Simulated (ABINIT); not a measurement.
**TaS2: band structure with AM05**

TaS2:

```
Ta S
1.0
     3.35000    0.00000    0.00000
    -1.67500    2.90119    0.00000
     0.00000    0.00000    5.86000
Ta S
1 2
Direct
  0.00000 0.00000 0.00000
  0.66667 0.33333 0.75000
  0.33333 0.66667 0.25000
```

- Program: ABINIT 10.8.3 (patched build)
- Task: band structure
- Functional: AM05
- Potentials or basis: JTH PAW PBE v2.0
- Cutoff: 544 eV
- k mesh: 9 × 9 × 5
- Occupations: fermi-dirac, width 0.05 eV
- Spin: no spin polarisation
- Fine-grid cutoff: 1088.46 eV
- Exchange and correlation inside the PAW spheres: full angular mesh (pawxcdev 0, this build's default; the released program takes 1)

- Pressure: 4.3 GPa
- Largest force: 0.893 eV/Å
- Band gap on the k mesh: none (metal or under the smearing width)
- Valence electrons inside the program's atomic spheres: Ta 10.65; S 3.62

Forces on the atoms (eV/Å):
```
Ta   0.000  0.000  0.000
S    0.000  0.000 -0.893
S    0.000  0.000  0.893
```

Stress tensor (GPa, compression positive):
```
2.21 0.00 0.00
0.00 2.21 0.00
0.00 0.00 8.37
```

Levels at the corners of the path, in eV from the Fermi level:
| point | band 10 | band 11 | band 12 | band 13 | band 14 | band 15 |
| --- | --- | --- | --- | --- | --- | --- |
| Γ | -1.29 | -0.74 | -0.74 | 0.03 | 0.03 | 0.27 |
| M | -4.07 | -3.44 | -2.23 | -0.81 | 2.46 | 3.01 |
| K | -3.79 | -3.79 | -3.17 | 1.16 | 2.15 | 2.15 |
| Γ | -1.29 | -0.74 | -0.74 | 0.03 | 0.03 | 0.27 |
| A | -3.53 | -0.88 | -0.88 | 0.00 | 0.00 | 1.24 |
| L | -4.20 | -2.21 | -1.95 | -1.26 | 2.46 | 3.00 |
| H | -3.77 | -3.51 | -3.51 | 1.25 | 1.47 | 1.47 |
| A | -3.53 | -0.88 | -0.88 | 0.00 | 0.00 | 1.24 |

Run time: 120 s on 1 thread of Arm Neoverse V2, on a shared host, peak memory 0.16 GiB.

Caveat: the PAW data sets were made with another functional, which shifts forces and pressure a little; spin-orbit coupling is left out, which moves the levels of the heavy elements; this functional lacks dispersion, which binds the layers, so the pressure and a relaxed spacing across them are unreliable.
